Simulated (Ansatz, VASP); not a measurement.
Given: the input of a run of Ansatz 0.2.0 on Bi.

The input input.yaml:

```yaml
crystal:
  lattice:
    - [2.2825169939, 1.3178118009, 3.9640802302]
    - [-2.2825169939, 1.3178118009, 3.9640802302]
    - [0.0, -2.6356236018, 3.9640802302]
  atoms:
    - { symbol: Bi, position: [0.766, 0.766, 0.766] }
    - { symbol: Bi, position: [0.234, 0.234, 0.234] }
hamiltonian:
  xc: pbe
  pseudopotentials: { kind: paw, level: accurate }
kpoints:
  mp_grid: { grid: [7, 7, 7] }
scf:
  occupations: { method: fermi_dirac, width: 0.05 }
output:
  forces: true
  stress: true
  eigenvalues: true
```

Potentials or basis: Ansatz PAW earlier set.

Launch:

```console
$ ansatz run input.yaml --threads 2 --pin off --max-ram 5632MiB --backend cpu --events-out ev --progress --plain --runs-dir out
```

Set up the same calculation for VASP 6.6.1. Potentials there: VASP PAW PBE potentials, release 64 (Bi_d).

As run (the cutoff follows the program's own potentials):

File INCAR:

```
ALGO     = Normal         # electronic algorithm
EDIFF    = 1E-6           # SCF threshold, eV
ENCUT    = 520            # plane-wave cutoff, eV
GGA      = PE             # functional
ISIF     = 2              # what is computed and relaxed
ISMEAR   = -1             # smearing method
LASPH    = T              # aspherical terms in the spheres
LCHARG   = F              # write CHGCAR
LREAL    = F              # projectors in reciprocal space
LWAVE    = F              # write WAVECAR
NBANDS   = 22             # bands
NELM     = 100            # most SCF steps
PREC     = Accurate       # precision mode
SIGMA    = 0.05           # smearing width, eV
```

Contents of KPOINTS:

```
k-points
0
Gamma
  7 7 7
```

POSCAR

```
Bi
1.0
    2.2825169939      1.3178118009      3.9640802302
   -2.2825169939      1.3178118009      3.9640802302
    0.0000000000     -2.6356236018      3.9640802302
Bi
2
Direct
    0.7660000000      0.7660000000      0.7660000000
    0.2340000000      0.2340000000      0.2340000000
```

Potentials or basis: VASP PAW PBE potentials, release 64 (Bi_d).

The run is started by

```bash
$ cat potpaw_PBE.64/Bi_d/POTCAR > POTCAR
$ mpirun -np 1 vasp_std > vasp.out
```

Both were run:

|  | VASP | Ansatz | Ansatz less VASP |
| --- | --- | --- | --- |
| gap on the k mesh at the Fermi level (eV) | 0.26 | 0.25 | -0.002 |
| least direct gap on the mesh (eV) | 0.52 | 0.52 | 0.000 |
| pressure (GPa) | 1.0 | 1.2 | +0.11 |
| rms of the force components (eV/Å) | 0.066 | 0.067 | +0.0008 |

Atom by atom the forces differ by 0.001 eV/Å (rms over components). With one functional, cell and mesh, what is left measures potentials, basis and numerics. The two sets of potentials don't hold the same shells in valence.

Caveats: spin-orbit coupling is left out, which as a rule narrows the gap of such compounds by several tenths of an eV; an odd mesh through Γ misses points on the zone boundary, where band edges often lie (VASP); odd divisions of the mesh miss points on the zone boundary, where band edges often lie, so the gap on the mesh can be too wide (Ansatz).
